In zincblende BP every atom has four neighbours of the other kind, and all the bonds are equally long. Scaling the whole crystal therefore stretches or squeezes every bond alike and leaves the angles untouched. A positive pressure is the push from outside that holds the cell at its volume; a negative one is a pull.

Ansatz 0.2.0, HSE06 with plane waves and PAW for zincblende BP: 420 eV cutoff, 6×6×6 k mesh, fixed occupations, no spin polarisation. The cells are uniformly strained r2SCAN geometries, with the atoms held fixed in the HSE06 runs. Pressure is positive in compression; the self-consistency and exchange thresholds were loose for stresses.

| volume (Å³/atom) | shortest distance (Å) | pressure (GPa) |
| --- | --- | --- |
| 10.326 | 1.886 | 24.700 |
| 10.652 | 1.905 | 17.000 |
| 10.817 | 1.915 | 13.500 |
| 10.985 | 1.925 | 10.200 |
| 11.324 | 1.945 | 4.100 |
| 11.671 | 1.964 | -1.300 |
| 12.025 | 1.984 | -6.100 |
| 12.385 | 2.004 | -10.300 |
| 12.753 | 2.023 | -14.000 |
| 12.947 | 2.034 | -15.800 |
| 13.128 | 2.043 | -17.300 |

### Volumes 10.326 to 10.985: how hard does the squeezed crystal push back?

The first cell needs 24.7 GPa, the second only 17.0 GPa, though its volume is just 3% larger. Dividing the pressure change by the fractional volume change gives the bulk modulus, the resistance to uniform squeezing. It is about 250 GPa here.

### Volumes 11.324 to 11.671: where would the crystal rest?

It rests where the pressure changes sign, at about 11.58 Å³ per atom. The cell at 11.671 has the lowest energy of the eleven, yet it is still under a pull of 1.3 GPa. Near its minimum the energy is almost flat: this cell lies only about 0.4 meV per atom above it. The pressure is minus the slope of the energy against volume, so it crosses zero steeply and locates the minimum far better than picking the cell of lowest energy. A curve fitted through all the energies is expected to find the same volume.

### Volumes 12.025 to 13.128: is stretching as hard as squeezing?

No. Starting from 11.671, shortening the edge by 4% raises the pressure by 26 GPa, while lengthening it by 4% lowers the pressure by only 16 GPa. The bulk modulus has dropped to about 114 GPa near the end of the table, less than half its value at the top.

### First and last rows: would perfect springs do the same?

Treat each bond as a coil spring of stiffness $k$ and resting length $d_0$. Each atom owns two bonds, so its energy is $E=k(d-d_0)^2$, where $d$ is the shortest distance. The volume $V$ per atom grows as $d^3$, and $P=-dE/dV$ gives

$$P=\frac{2k(d_0-d)\,d}{3V}=3B_0\,\frac{1-x}{x^2},\qquad x=\frac{d}{d_0}.$$

Here $B_0$, the bulk modulus at rest, is proportional to $k/d_0$.

For the first row, $x=(10.326/11.58)^{1/3}\approx0.9625$. With $B_0=174$ GPa the springs give $P\approx3\times174\times0.0375/0.926\approx21$ GPa, below the tabulated 24.7 GPa. Both constants come from a Birch–Murnaghan curve, a standard equation of state, fitted to all eleven rows, this one included.

In the last row the springs pull with 20.5 GPa, while the crystal pulls with only 17.3 GPa. The real bond is thus harder than a spring when squeezed and softer when stretched. Geometry alone makes even perfect springs yield more easily in a larger cell, but this covers only about a quarter of the computed softening. The rest means that the bond force itself bends away from a straight line.

The usual reason is that repulsion between overlapping electron clouds climbs steeply at short distance. In these runs it shows up as the kinetic energy of the valence electrons, which rises from 117.2 eV per cell at 12.753 to 125.6 eV at 10.817. The attraction changes more gently with distance and is expected to offset part of the bend, not to cause it. The spring picture stops short of this, because its single $k$ lumps all electronic and ionic forces together. The output below compares the spring with the Birch–Murnaghan curve over all rows.

### The whole column: what if aluminium replaced boron?

AlP has the same structure but longer, weaker bonds. A smaller $k$ and a larger $d_0$ both lower $B_0$, and AlP is indeed known to be much softer than BP. Its pressures would run less steeply for the same percentage strains. They would still bend the same way, since its bonds also repel steeply and let go gradually.

### Neighbouring rows: which digits can be trusted?

The energies of the same calculations offer a check, because minus their slope against volume between two rows should nearly equal the mean of the two pressures, up to the curvature of the pressure between them. The two agree within 0.1 GPa at every step, so the loosely converged stress does no visible harm. Rounding of the tabulated pressures can shift the bulk modulus of 114 GPa by about 3 GPa, because it rests on a small difference; the unrounded pressures of the same runs give 112 GPa.

This check can't reveal an error that energy and stress share, such as one from the hybrid functional or the k mesh. The atoms are also held still. Zero-point and thermal motion would make the real crystal rest at a slightly larger volume.

### Volumes 11.324 and 12.753: does a weaker bond mean a smaller gap?

It depends on the gap. Between these rows the direct gap at the zone centre Γ shrinks by 0.18 eV, in the direction expected when longer bonds split bonding and antibonding levels less. The lowest empty level at Γ is here a threefold one that moves little; the single level well above it falls about ten times faster relative to the top of the valence band. The smallest gap, however, grows by 0.16 eV. It ends in a conduction valley on the way to the zone boundary point X, and this valley rises relative to the top of the valence band as the cell grows. The simple picture of bonding and antibonding levels fails for it, and these numbers don't show why.

The k mesh steps over this valley. A gap read from the mesh alone is too wide by 0.08 eV in the smaller cell and 0.13 eV in the larger one, or slightly more, since the position of the valley was taken from the PBE functional. Between these two cells the mesh thus exaggerates the growth. Among the largest cells it understates the growth; at 12.753 its lowest empty level no longer lies at X. Anyone who needs the strain response of the gap should search for the valley in each cell.

The analysis program printed:

```
fit of pressure on 11 rows: coefficient of 1.5*((s/vol)**(7/3)-(s/vol)**(5/3)) 174.1 +/- 0.068, coefficient of 1.125*((s/vol)**(7/3)-(s/vol)**(5/3))*((s/vol)**(2/3)-1) -56.26 +/- 1.4, s 11.58; rms 0.0152, worst 12.753 -0.0266, leave-one-out rms 0.0208
fit of pressure on 11 rows: coefficient of 1.5*((s/vol)**(7/3)-(s/vol)**(5/3)) 174.4 +/- 0.59, s 11.57; rms 0.139, worst 10.326 0.255, leave-one-out rms 0.188
fit of pressure on 11 rows: coefficient of bond/vol 3056 +/- 86, coefficient of bond**2/vol -1555 +/- 44; rms 1.16, worst 10.326 -2.2, leave-one-out rms 1.51
B' of the free Birch-Murnaghan fit: 3.677
bond length at zero pressure [Å]: 1.959
volume of middle cell above resting volume [%]: 0.7568
energy of middle cell above the minimum, estimate [meV/atom]: 0.3557
pressure change from middle to smallest cell [GPa]: 26
pressure change from middle to largest cell [GPa]: -16
bulk modulus between the two smallest cells [GPa]: 247.7
bulk modulus around the middle cell [GPa]: 169.8
bulk modulus between 12.753 and 13.128 [GPa]: 113.9
largest effect of pressure rounding on the last one [GPa]: 3.451
perfect-spring bulk modulus, small cells [GPa]: 192
perfect-spring bulk modulus, large cells [GPa]: 155.6
share of the softening that the perfect spring gives [%]: 27.22
perfect-spring pressure, smallest cell [GPa]: 21.19
perfect-spring pressure, largest cell [GPa]: -20.47
largest gap between energy slope and mean pressure of neighbours [GPa]: 0.09656
indirect gap change, 11.324 to 12.753 [eV]: 0.1591
direct gap change at Gamma, same rows [eV]: -0.177
indirect gap per pressure [meV/GPa]: -8.792
direct gap per pressure [meV/GPa]: 9.778
mesh gap too wide at 11.324 [eV]: 0.08135
mesh gap too wide at 12.753 [eV]: 0.1266
```
